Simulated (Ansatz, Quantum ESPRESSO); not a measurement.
# BaS (Fm-3m): Raman and infrared activity, part 3 of 3

Aim: Raman and infrared lines of BaS (Fm-3m).

Quantum ESPRESSO 8.0 development, patched; DFT LDA, scalar-relativistic, plane waves, PseudoDojo norm-conserving pseudopotentials.

So far, mean static dielectric tensor (ions relaxed, fixed cell): step 6 (modes with the sum rule) 14.5. The relaxed cell has a = 6.285 Å (conventional setting).

## Step 8: Sum rules set otherwise: a sum rule for molecules or wires on a crystal

This rule also removes rotations, which suits molecules and not a crystal; it is tried to see the harm.

Contents of dynmat.in:

```
&input
   fildyn = 'g.dyn'
   asr = 'zero-dim'
   fileig = 'dynmat.eig'
   lperm = .true.
/
```

The run is started by

```console
$ dynmat.x -in dynmat.in > dynmat.out
```

What it wrote:

```text
[banner, memory and clock lines left out]
Program DYNMAT v.8.0dev

     Reading Dynamical Matrix from file g.dyn
     ...Force constants read
     ...epsilon and Z* read
     ...Raman cross sections read
     Warning: this looks like a crystal, not a molecule in a box: use asr = 'crystal'
     Acoustic Sum Rule: || Z*(ASR) - Z*(orig)|| =    1.436361E-02
     Acoustic Sum Rule: ||dyn(ASR) - dyn(orig)||=    1.291701E-01
     Message from routine dynmat:
     WARNING: the charges keep any dipole. Ignore the strengths of the modes set to zero; with q typed a rigid rotation may get a frequency
     A direction for q was not specified:TO-LO splitting will be absent

     Polarizability (A^3 units)
     multiply by 0.413564 for Clausius-Mossotti correction (not under assume_isolated = 'mt')
        21.013669   -0.000000    0.000000
        -0.000000   21.013669   -0.000000
         0.000000   -0.000000   21.013669

     IR activities are in (D/A)^2/amu units

# mode   [cm-1]    [THz]      IR
    1     -0.00   -0.0000    0.8363
    2     -0.00   -0.0000    0.7168
    3     -0.00   -0.0000    0.0428
    4      0.00    0.0000    5.5093
    5      0.00    0.0000    5.3835
    6    152.36    4.5677    6.2443

Electronic dielectric permittivity tensor (relative, adimensional)
         5.254025   -0.000000    0.000000
        -0.000000    5.254025   -0.000000
         0.000000   -0.000000    5.254025

 ... with zone-center polar mode contributions
         8.334722   -3.080697   -3.080697
        -3.080697    8.334722    3.080697
        -3.080697    3.080697    8.334722
```

Run time: 0.72 s. Hardware: 1 thread of Intel Xeon Platinum 8488C (Sapphire Rapids), shared host.

The run ended normally, but on settings that are not sound.

The fault: a sum rule for molecules or wires on a crystal; 2 optical modes are projected out to zero frequency, as if they were rotations, and the static dielectric tensor is spoilt.

For a crystal the rule has to be 'simple' or 'crystal'.

Zone-centre frequencies as printed; negative means imaginary. Modes:

```
mode  frequency (cm⁻¹)
   1                 0
   2                 0
   3                 0
   4                 0
   5                 0
   6             152.4
```

## Step 9: Modes along a direction of q (1 0 0)

A longitudinal polar mode sets up a macroscopic field that stiffens it; the term hangs on the direction from which q goes to zero.

Contents of dynmat.in:

```
&input
   fildyn = 'g.dyn'
   asr = 'simple'
   fileig = 'dynmat.eig'
   q(1) = 1.0
   q(2) = 0.0
   q(3) = 0.0
/
```

The run is started by

```console
$ dynmat.x -in dynmat.in > dynmat.out
```

What it wrote:

```text
[banner, memory and clock lines left out]
Program DYNMAT v.8.0dev

     Reading Dynamical Matrix from file g.dyn
     ...Force constants read
     ...epsilon and Z* read
     ...Raman cross sections read

     Polarizability (A^3 units)
     multiply by 0.413564 for Clausius-Mossotti correction (not under assume_isolated = 'mt')
        21.013669   -0.000000    0.000000
        -0.000000   21.013669   -0.000000
         0.000000   -0.000000   21.013669

     IR activities are in (D/A)^2/amu units

# mode   [cm-1]    [THz]      IR
    1      0.00    0.0000    0.0000
    2      0.00    0.0000    0.0000
    3      0.00    0.0000    0.0000
    4    152.36    4.5677    6.2443
    5    152.36    4.5677    6.2443
    6    253.08    7.5871    6.2443
```

Run time: 0.74 s. Hardware: 1 thread.

Numbers from this step:

```
highest mode moved by the LO-TO term : 253.1 cm⁻¹
```

Zone-centre frequencies as printed; negative means imaginary. Modes:

```
mode  frequency (cm⁻¹)
   1                 0
   2                 0
   3                 0
   4             152.4
   5             152.4
   6             253.1
```

The field moves one mode, from 152 to 253 cm⁻¹; the others stay.

## Step 10: A second program

The same cell goes through another code at the same cutoff. The files are of one family, but Ansatz's library holds files of its own making for some heavy elements, so those for Ba may differ. Its k mesh is centred on Γ.

This step: DFT LDA, scalar-relativistic, plane waves, norm-conserving pseudopotentials of its library (PseudoDojo's, some remade) (Ansatz 0.2.0).

Contents of input.yaml:

```yaml
crystal:
  lattice:
    - [-3.1426347783, 0.0, 3.1426347783]
    - [0.0, 3.1426347783, 3.1426347783]
    - [-3.1426347783, 3.1426347783, 0.0]
  atoms:
    - { symbol: Ba, position: [0.0, 0.0, 0.0] }
    - { symbol: S, position: [0.5, 0.5, 0.5] }
kpoints:
  mp_grid: { grid: [6, 6, 6] }
hamiltonian:
  xc: lda
  pseudopotentials: { kind: nc, accuracy: standard }
scf:
  occupations: { method: fixed }
output:
  eigenvalues: true
basis:
  ecutwfc: 775.525
phonons:
  method: dfpt
  dielectric: true
  rigid_motions: translations
  raman: true
```

The run is started by

```console
$ ansatz run input.yaml --threads 2 --pin off --max-ram 4096MiB --backend cpu --events-out ev --progress --plain --runs-dir out
```

What it wrote:

```text
Engine: ansatz 0.2.0, x86_64-unknown-linux-gnu
Pseudopotentials: kind: nc
Pseudopotential: Ba, nc, valence charge 10, recommended cutoff 770 eV (normal), Ba.nc.azcp (PseudoDojo's, or run here from an input of PseudoDojo's; its table is named by hamiltonian.pseudopotentials.accuracy)
Pseudopotential: S, nc, valence charge 6, recommended cutoff 734.707429 eV (normal), S.nc.azcp (PseudoDojo's, or run here from an input of PseudoDojo's; its table is named by hamiltonian.pseudopotentials.accuracy)
Functional definition: SPW92
  exchange = slater_x
  correlation = pw_c
Crystal: 2 atoms, lattice volume = 62.074 Å³
Basis set: ecut = 775.525 eV, 3071 PW (Γ), exchange–correlation on 90×90×90 points (8 copies of the dense FFT grid, shifted against one another)
Bands: 12, of which v1, the nominal top of the filled ones, is band 8 counted from 1 (7 counted from 0)
Symmetry: 48 space group operations
k-points: 30 of 216 (irreducible under 8 space group operations, time reversal used)
Non-local potential: Ba, projectors of the file, l = 0: 2, l = 1: 2, l = 2: 2, l = 3: 2
Non-local potential: S, projectors of the file, l = 0: 2, l = 1: 2, l = 2: 2
Initial density: superposition of atomic densities (chi_scale 0.1, normalization cell, long waves kept (reshape's long-wave potential 0.00 eV rms))
Initial wavefunctions: pseudopotential atomic-orbital guess
Functional: x = slater, c = lda
SCF iter   1: F=—  HF=-1069.471042 eV  |F-HF|=—  |Δ(HF+E_count)|=         —  Δρ=2.33e-2  dr2=5.20e-1  ethr=3.10e-3  ⟨swp⟩=7.2  Hψ=2559  notcnv=0  defer=48
preconditioner: auto → none  [insulator: Δε(μ)=1.661 eV  Ē_g=11.944 eV  n_scr=14 (ndim 8)  ℏωp=17.6 eV  f_vac=0.000  ε∞_Penn≈3.2]
SCF iter   2: F=—  HF=-1069.309651 eV  |F-HF|=—  |Δ(HF+E_count)|=   1.61e-1  Δρ=9.28e-3  dr2=9.38e-2  ethr=3.10e-3  ⟨swp⟩=4.8  Hψ=972  notcnv=0  defer=50
SCF iter   3: F=—  HF=-1069.294783 eV  |F-HF|=—  |Δ(HF+E_count)|=   1.49e-2  Δρ=4.73e-3  dr2=1.50e-2  ethr=5.86e-4  ⟨swp⟩=2.1  Hψ=513  notcnv=0  defer=58
SCF iter   4: F=—  HF=-1069.292620 eV  |F-HF|=—  |Δ(HF+E_count)|=   2.16e-3  Δρ=7.43e-4  dr2=3.51e-4  ethr=9.35e-5  ⟨swp⟩=3.0  Hψ=562  notcnv=0  defer=57
SCF iter   5: F=—  HF=-1069.292693 eV  |F-HF|=—  |Δ(HF+E_count)|=   7.29e-5  Δρ=8.85e-5  dr2=3.14e-6  ethr=2.19e-6  ⟨swp⟩=3.4  Hψ=726  notcnv=0  defer=57
SCF iter   6: F=—  HF=-1069.292694 eV  |F-HF|=—  |Δ(HF+E_count)|=   1.29e-6  Δρ=9.99e-6  dr2=4.04e-8  ethr=1.96e-8  ⟨swp⟩=2.5  Hψ=624  notcnv=0  defer=56
SCF iter   7: F=—  HF=-1069.292719 eV  |F-HF|=—  |Δ(HF+E_count)|=   2.45e-5  Δρ=1.56e-6  dr2=1.64e-9  ethr=2.52e-10  ⟨swp⟩=2.8  Hψ=687  notcnv=0  defer=54
SCF iter   8: F=-1069.292719 eV  HF=-1069.292719 eV  |F-HF|=4.55e-11  |Δ(HF+E_count)|=  5.79e-10  Δρ=3.59e-7  dr2=7.20e-11  ethr=1.00e-12  ⟨swp⟩=20.3  Hψ=5319  notcnv=0
SCF 1 converged in 8 iterations: F = -1069.292719 eV  dr2 = 7.20e-11
NSCF: frozen V_eff on 3 k-points
DFPT response loops at Γ: preconditioner auto → none (the input reference at scf.mixing.eps_inf says where Resta's filter doesn't serve); β = 0.50; Broyden in place of MSR1
── the response to a field inside a basis, on 10×10×10 k-points: an SCF that follows is theirs, and a resumed run solves both again ──
Bands: 9, of which v1, the nominal top of the filled ones, is band 8 counted from 1 (7 counted from 0)
k-points: 110 of 1000 (irreducible under 12 space group operations)
Initial density: handed on by an earlier stage of this run
Initial wavefunctions: pseudopotential atomic-orbital guess (no wavefunctions were taken with the density)
Eigensolver: Dense (110 Hₖ)
SCF iter   1: F=—  HF=-1069.291600 eV  |F-HF|=—  |Δ(HF+E_count)|=         —  Δρ=6.31e-5  dr2=7.45e-7  ethr=1.00e-1
preconditioner: auto → none  [insulator: Δε(μ)=2.036 eV  Ē_g=10.159 eV  n_scr=14 (ndim 8)  ℏωp=17.6 eV  f_vac=0.000  ε∞_Penn≈4.0]
SCF iter   2: F=—  HF=-1069.291600 eV  |F-HF|=—  |Δ(HF+E_count)|=   4.22e-7  Δρ=3.20e-5  dr2=1.31e-7  ethr=4.65e-9
SCF iter   3: F=—  HF=-1069.291600 eV  |F-HF|=—  |Δ(HF+E_count)|=   1.12e-7  Δρ=1.65e-5  dr2=2.81e-8  ethr=8.17e-10
SCF iter   4: F=—  HF=-1069.291600 eV  |F-HF|=—  |Δ(HF+E_count)|=   5.02e-8  Δρ=1.59e-6  dr2=2.41e-10  ethr=1.76e-10
SCF iter   5: F=-1069.291600 eV  HF=-1069.291600 eV  |F-HF|=1.59e-12  |Δ(HF+E_count)|=  5.20e-10  Δρ=7.87e-8  dr2=1.19e-12  ethr=1.51e-12
SCF 1 converged in 5 iterations: F = -1069.291600 eV  dr2 = 1.19e-12
DFPT response loops at Γ: mixed as the last ones told, above
DFPT response loops at Γ: mixed as the last ones told, above
SCF converged after 8 iterations
Free energy (F): -1069.292719 eV
Harris-Foulkes:  -1069.292719 eV  (|F-HF|=4.55e-11)
Internal energy: -1069.292719 eV  (E = F + TS)
E sigma→0 (E₀):  -1069.292719 eV
Fermi energy:    6.053710 eV
--- Per-component energies (eV) ---
  E_band       = -46.033050
  E_kinetic    = 284.954443
  E_local      = -493.006962  (includes V_loc(G=0)·N_el)
  E_nonlocal   = 149.785925
  E_hartree    = 119.382610
  E_xc         = -266.341984
  E_vxc        = -226.531533  (∫ρ·V_xc dr)
  E_ewald      = -864.066751
  E_smearing   = -0.000000  (= −TS)
  E_closure    = -0.000000  (closes the sum)
  Σ components = -1069.292719   (vs F -1069.292719, Δ=0.00e0)
--- Band table (eV; the first three rows and the last of 30) ---
  k-point 0: bands = [... 4 lower, -4.2778, 6.0537, 6.0537, 6.0537, 9.6838, 9.8738, 9.8738, 9.8738]
  k-point 1: bands = [... 4 lower, -3.6447, 5.3643, 5.6979, 5.6979, 9.8675, 10.2861, 10.2861, 10.7080]
  k-point 2: bands = [... 4 lower, -3.0181, 4.4036, 5.1525, 5.1525, 10.3928, 11.4045, 11.4045, 12.2270]
  k-point 29: bands = [... 4 lower, -4.1901, 5.6591, 5.9769, 5.9769, 7.9828, 12.1540, 12.2876, 13.8588]
--- Phonons (Γ-DFPT): 2 representative perturbations + reference, on 30 of 216 k-points (Σ response iterations 6) ---
  k mesh reduced under 8 symmetry operations, with k and −k counted as one. Each operation leaves every solved perturbation unchanged. A smaller set is not considered because the run solves the response to a homogeneous field
  ASR residual: 3.977e-4 → 0.000e0 eV/Å²; symmetrization residual: 2.784e-6 eV/Å²
  ASR residual per site (eV/Å²): 9.28e-5 3.98e-4
  Γ frequencies (cm⁻¹): 0.00 0.00 0.00 148.58 148.58 148.58
  ε∞ (high-frequency dielectric tensor):
        5.110067     0.000000     0.000000
        0.000000     5.110067    -0.000000
        0.000000    -0.000000     5.110067
  ε⁰ (static dielectric tensor: ions relaxed, cell fixed):
       14.639262    -0.000000    -0.000000
       -0.000000    14.639262    -0.000000
       -0.000000    -0.000000    14.639262
  ε⁰ − ε∞ (ionic part):
        9.529195    -0.000000    -0.000000
       -0.000000     9.529195    -0.000000
       -0.000000    -0.000000     9.529195
  softest optical mode at Γ: 148.58 cm⁻¹; the repairs (sum rule, projections) moved no ω² at Γ by more than (1.87 cm⁻¹)²
  Born effective charges Z* (e; rows j = field, columns β = displacement):
    site 0:
         2.62642   -0.00000   -0.00000
        -0.00000    2.62642    0.00000
        -0.00000   -0.00000    2.62642
    site 1:
        -2.62642    0.00000    0.00000
         0.00000   -2.62642   -0.00000
         0.00000    0.00000   -2.62642
  Z* charge neutrality: 4.386e-4 e pre-enforcement
  solved inside a basis spanned on kpoints, on 10×10×10 k-points: ε∞ is read to err by 1.2e-2, Z* by 1.1e-2 e (field_mesh: kpoints solves on kpoints); Z* is corrected for what the basis lacks
  Raman tensors (in the event stream and the table raman_tensors.tsv): an entry may err by 1.8e-3 Å², one of the second-order susceptibility by 2.7e-19 pm/V (basis, points and sum rule); their sum over the sites missed zero by 1.673e-20 Å² ahead of its enforcement
  optical modes at Γ without the LO–TO term, one row a degenerate level:
      ω (cm⁻¹)  modes    IR ((D/Å)²/amu)  static Raman (Å⁴/amu)  depolarisation
        148.58      3            18.3684                 0.0000               —
  optical modes at Γ + LO–TO along q̂ = [1.0000, 0.0000, 0.0000]:
      ω (cm⁻¹)  modes    IR ((D/Å)²/amu)  static Raman (Å⁴/amu)  depolarisation
        148.58      2            12.2456                 0.0000               —
        251.49      1             6.1228                 0.0000               —
  optical modes at Γ + LO–TO along q̂ = [0.0000, 1.0000, 0.0000]:
      ω (cm⁻¹)  modes    IR ((D/Å)²/amu)  static Raman (Å⁴/amu)  depolarisation
        148.58      2            12.2456                 0.0000               —
        251.49      1             6.1228                 0.0000               —
  optical modes at Γ + LO–TO along q̂ = [0.0000, 0.0000, 1.0000]:
      ω (cm⁻¹)  modes    IR ((D/Å)²/amu)  static Raman (Å⁴/amu)  depolarisation
        148.58      2            12.2456                 0.0000               —
        251.49      1             6.1228                 0.0000               —
```

The job ended after 2.4 min (2 threads; peak memory 1.1 GiB).

Numbers from this step:

* gap on the k-mesh: 1.929 eV
* sum-rule residual before enforcement: 3.98e-4 eV/Å²
* miss of the charge sum rule: 4.39e-4 e
* estimated error of the dielectric tensor: 0.01242
* estimated error of the Born charges: 0.01095 e
* highest optical zone-centre mode (no LO-TO term): 148.6 cm⁻¹
* lowest optical zone-centre mode: 148.6 cm⁻¹
* mean high-frequency dielectric constant: 5.110
* largest Born charge in size (third of the trace): 2.626 e
* mean static dielectric constant: 14.64
* highest mode moved by the LO-TO term: 251.5 cm⁻¹

Transverse modes. Infrared lines, with heights relative to the strongest:

```
position (cm⁻¹)  label  IR intensity ((D/Å)²/amu), degenerate modes summed, relative
            149    T1u                                                           100
```

## Step 11: The two compared: QE PseudoDojo and Ansatz, library NC

Worked out from the results:

```yaml
root_mean_square_difference: 3.8 cm⁻¹
largest_difference: 3.8 cm⁻¹
```

Optical modes, paired by symmetry label. Frequencies side by side, by row:

```
q (reciprocal lattice)  mode  QE PseudoDojo (cm⁻¹)  Ansatz, library NC (cm⁻¹)
                 0 0 0     4                 152.4                      148.6
                 0 0 0     5                 152.4                      148.6
                 0 0 0     6                 152.4                      148.6
```

The two runs side by side. Further quantities:

```
                                                                               quantity  QE PseudoDojo  Ansatz, library NC
                                                                                mean ε∞          5.254                5.11
largest Born charge in size (e; the first before, the second after the charge sum rule)          2.658               2.626
                                                       summed IR intensity ((D/Å)²/amu)          18.73               18.37
```

At the zone centre the largest difference (acoustic modes at Γ apart) is 2 % of the highest mode; ε∞ differs by 2.8 %.

## Step 12: Outcome

- space group after relaxation: Fm-3m
- volume per atom: 31.0 Å³
- gap on the k-mesh: 1.86 eV
- highest optical zone-centre mode (no LO-TO term): 152.4 cm⁻¹
- highest mode moved by the LO-TO term: 253.1 cm⁻¹
- mean high-frequency dielectric constant: 5.25
- largest Born charge in size (third of the trace): 2.66 e
- mean static dielectric constant: 14.5
- imaginary optical modes at the zone centre (no q mesh in this session): none
- largest difference from Ansatz, library NC: 3.8 cm⁻¹

In words: No mode is Raman active in this structure; the strongest infrared line lies at 152 cm⁻¹. At the LDA level the optical modes of BaS (Fm-3m) at the zone centre (no LO-TO term) lie at 152 cm⁻¹. Along the directions run, the highest mode that the macroscopic field moves lies at 253 cm⁻¹. Lattice motion raises the mean dielectric constant from 5.254 to 14.50. The Born charge of S is -2.658 e against a formal charge of -2, somewhat above it. The Lyddane-Sachs-Teller relation holds: (ωLO/ωTO)² is 2.76 and ε₀/ε∞ is 2.76. QE PseudoDojo and Ansatz, library NC differ by 3.8 cm⁻¹ in the root mean square and by 3.8 cm⁻¹ at most, 2.5 % of the highest mode compared (acoustic modes at Γ left out); the two use different potentials, and the cell was not relaxed for the second set. These are harmonic frequencies at zero temperature: anharmonic shifts and linewidths and thermal expansion are left out. Spin-orbit coupling is left out, which can matter for the heavy elements here. The total energies of the two programs lie far apart, so at least one potential file in Ansatz's library differs from the published one read by the first program. The build is a development version in which the Raman tensors of release 7.5 are mended; dynmat.x leaves out the electro-optic term of LO lines.

[Host names and launcher messages were left out of these logs when they were recorded.]

[Logs are printed without paths, hosts, clocks, repeated set-up lines and the standing remarks that a program may print on its own settings, such as how far it seeks lower states.]

[Hosts, paths, dates, database ids (printed as entryN), source tags and the programs' standing remarks are cut or masked in the printed files.]
